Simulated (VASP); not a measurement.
CuI, 2 atoms in the cell. It takes space group Pm-3m (No. 221, cubic). The conventional cell has a = 3.583 Å, b = 3.583 Å, c = 3.583 Å, α = 90.00°, β = 90.00°, γ = 90.00°. Around Cu (site symmetry m-3m) lie 8 I at 3.10 Å. I (site symmetry m-3m) has 8 Cu at 3.10 Å as nearest neighbours. Measurements of this composition are mostly on another form, of space group No. 216.

- Program: VASP 6.6.1
- Task: single point
- Functional: PBEsol
- Potentials or basis: VASP PAW PBE potentials, release 64 (Cu, I)
- Cutoff: 520 eV
- k mesh: 6 × 6 × 6
- Occupations: gaussian, width 0.05 eV
- Spin: no spin polarisation
- Dipole correction: no
- Further INCAR settings: ALGO = Normal; EDIFF = 1e-06; NBANDS = 16

Potentials or basis: VASP PAW PBE potentials, release 64 (Cu, I).

Run with:

```sh
$ cat potpaw_PBE.64/Cu/POTCAR potpaw_PBE.64/I/POTCAR > POTCAR
$ mpirun -np 1 vasp_std > vasp.out
```

Hardware: 1 thread of AMD EPYC 7R13 Processor (Zen 3), on a shared host.

Task: Estimate the wall time of this run.

Result: It took 31 s on 1 thread of AMD EPYC 7R13 Processor (Zen 3), with other jobs on the host, peak memory 0.12 GiB. Counts: scf iterations 14, k points 20.
